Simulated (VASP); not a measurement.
The system is Mg2ZnO3.

```
CELL_PARAMETERS angstrom
2.05154 -2.65541 0.00000
2.05154 2.65541 0.00000
0.00000 0.00000 7.91531
ATOMIC_POSITIONS crystal
Mg 0.50000 0.50000 0.00000
Mg 0.50000 0.50000 0.50000
Zn 0.00000 0.00000 0.50000
O 0.50000 0.50000 0.73474
O 0.50000 0.50000 0.26526
O 0.00000 0.00000 0.00000
```

The cell was built by a generator and needn't be a form met in nature.

```yaml
Program: VASP 6.6.1
Task: relaxation of cell and atoms
Functional: PBE
Potentials_or_basis: VASP PAW PBE potentials, release 64 (Mg, Zn, O)
Cutoff: 520 eV
k_mesh: 4 × 4 × 2
Occupations: gaussian, width 0.15 eV
Spin: no spin polarisation
```

At the start: pressure 7.3 GPa; volume 14.37 Å³/atom.

Problem. How do energy, volume and symmetry change on relaxing?

Solution. Over 11 steps the energy falls by 261.3 meV/atom and the volume is 15.77 Å³/atom (+9.7 %); space group Cmmm (No. 65, to 0.05 Å).

The path:
```tsv
step	energy change (eV)	largest force (eV/Å)	pressure (GPa)	volume (Å³)
1	0.0000	0.7086	7.27	86.24
2	-1.2973	2.6599	4.15	93.65
3	-1.3194	2.1607	3.67	92.88
4	-1.4983	0.6544	-2.78	99.21
5	-1.5307	0.0004	-1.36	97.30
6	-1.5560	0.1142	-0.10	96.53
7	-1.5560	0.1169	-0.30	96.55
8	-1.5601	0.0037	-0.10	96.13
9	-1.5638	0.2361	0.00	95.21
10	-1.5661	0.1675	0.12	94.99
11	-1.5675	0.0644	0.03	94.63
```

Final structure:
```
CELL_PARAMETERS angstrom
2.44008 -2.59184 0.00000
2.44008 2.59184 0.00000
0.00000 0.00000 7.48157
ATOMIC_POSITIONS crystal
Mg 0.50000 0.50000 0.00000
Mg 0.50000 0.50000 0.50000
Zn 0.00000 0.00000 0.50000
O 0.50000 0.50000 0.74060
O 0.50000 0.50000 0.25940
O 0.00000 0.00000 0.00000
```

Caveat: the k mesh is coarse (spacing up to 0.48 Å⁻¹), so the values aren't converged.
